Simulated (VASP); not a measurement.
Set up this calculation in VASP 6.6.1, as the native input.

```yaml
Task: single point
Functional: PBEsol
Potentials_or_basis: VASP PAW PBE potentials, release 64 (Mg, Se)
Cutoff: 520 eV
k_mesh: 5 × 5 × 5
Occupations: gaussian, width 0.01 eV
Spin: no spin polarisation
Dipole_correction: no
Further_INCAR_settings: ALGO = Fast; EDIFF = 1e-06; NBANDS = 11
```

The structure of MgSe lies in POSCAR:

```
MgSe
1.0
    0.0000000000      2.6886644034      2.6886644034
    2.6886644034      0.0000000000      2.6886644034
    2.6886644034      2.6886644034      0.0000000000
Mg Se
1 1
Direct
    0.0000000000      0.0000000000      0.0000000000
    0.5000000000      0.5000000000      0.5000000000
```

These files were run (other wordings do the same):

INCAR

```
SYSTEM = MgSe
ALGO = Fast ; EDIFF = 1E-6
ENCUT = 520 ; GGA = PS
ISIF = 2 ; ISMEAR = 0
LASPH = .True. ; LCHARG = .False.
LREAL = .False. ; LWAVE = .False.
NBANDS = 11 ; NELM = 100
PREC = Accurate ; SIGMA = 0.01
```

KPOINTS

```
k-points
0
Gamma
  5 5 5
  0 0 0
```

Potentials or basis: VASP PAW PBE potentials, release 64 (Mg, Se).

The run is started by

```sh
$ cat potpaw_PBE.64/Mg/POTCAR potpaw_PBE.64/Se/POTCAR > POTCAR
$ mpirun -np 1 vasp_std > vasp.out
```

It gave:

```yaml
Pressure: 2.9 GPa
Band_gap_on_the_k_mesh: 2.23 eV, indirect (least direct gap 2.77 eV)
```

Caveat: the PAW data sets were made with another functional, which shifts forces and pressure a little; an odd mesh through Γ misses points on the zone boundary, where band edges often lie.

Run time: 3.5 s on 1 thread of Intel(R) Xeon(R) 6975P-C (Granite Rapids) (shared host), peak memory 0.14 GiB.
